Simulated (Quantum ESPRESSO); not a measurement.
**GaAs: phonons with PBE**

**What was measured.**

A printed reference work, textbook reports, for a bulk crystal of GaAs at 300 K: high-frequency dielectric constant 10.89.

GaAs:

```
CELL_PARAMETERS angstrom
0.00000 2.82685 2.82685
2.82685 0.00000 2.82685
2.82685 2.82685 0.00000
ATOMIC_POSITIONS crystal
As 0.75000 0.75000 0.75000
Ga 0.00000 0.00000 0.00000
```

```json
{
 "Program": "Quantum ESPRESSO 7.5",
 "Task": "phonons",
 "Functional": "PBE",
 "Potentials or basis": "Ansatz NC SR PBE",
 "Cutoff": "1143 eV",
 "Density cutoff": "4572 eV",
 "k mesh": "6 × 6 × 6, shifted",
 "Occupations": "fermi-dirac, width 0.05 eV",
 "Spin": "no spin polarisation",
 "Mixing beta": "0.5",
 "Most SCF iterations": "120",
 "SCF threshold": "4e-10 Ry"
}
```

```
Pressure after relaxing                                 : 3.4 GPa
Electronic dielectric tensor (diagonal)                 : 13.85
Born charges (mean of the diagonal)                     : As -2.14; Ga +2.11 e
Highest phonon frequency at Γ, LO-TO splitting left out : 268 cm⁻¹
Static dielectric tensor (diagonal)                     : 15.75
```

Levels at points of the mesh, in eV from the valence-band top:
| k point | band 12 | band 13 | band 14 | band 15 | band 16 | band 17 |
| --- | --- | --- | --- | --- | --- | --- |
| (0.08, 0.08, 0.08) | -1.10 | 0.00 | 0.00 | 1.47 | 4.01 | 4.03 |

Phonon frequencies in cm⁻¹ (negative: imaginary):
```csv
q point,frequencies
"(0.000, 0.000, 0.000)",-3 -3 -3 268 268 268
```

Electronic dielectric tensor:
```
13.85  0.00  0.00
 0.00 13.85  0.00
 0.00  0.00 13.85
```

Born effective charge tensors (e):
atom 1, As
```
-2.14  0.00  0.00
 0.00 -2.14  0.00
 0.00  0.00 -2.14
```
atom 2, Ga
```
2.11 0.00 0.00
0.00 2.11 0.00
0.00 0.00 2.11
```

Optical modes at Γ, degenerate ones joined, polar ones without the macroscopic field:
```
cm⁻¹  components  symmetry     active in  IR intensity, summed ((D/Å)²/amu)
 268           3        T2  IR and Raman                               8.66
```

Zone-centre frequencies without and with the macroscopic field along z (cm⁻¹):
|  | optical modes in rising order |
| --- | --- |
| without | 268 268 268 |
| with the field | 268 268 285 |

Static dielectric tensor, electrons and zone-centre modes:
```
15.75  0.00  0.00
 0.00 15.75  0.00
 0.00  0.00 15.75
```

Run time: 14 min on 4 MPI ranks on Intel(R) Xeon(R) Processor @ 2.50GHz (Skylake/Cascade Lake), on a shared host, peak memory 0.48 GiB a rank.

A measured high-frequency dielectric constant of GaAs is 10.89 (300 K; a printed reference work, textbook); the calculated 13.85 misses it by +27.1 %.

Caveat: the mesh is thin for the dielectric tensor, Born charges and intensities, which usually come out too large; the cell is more than 3 GPa from zero pressure, which shifts response properties.
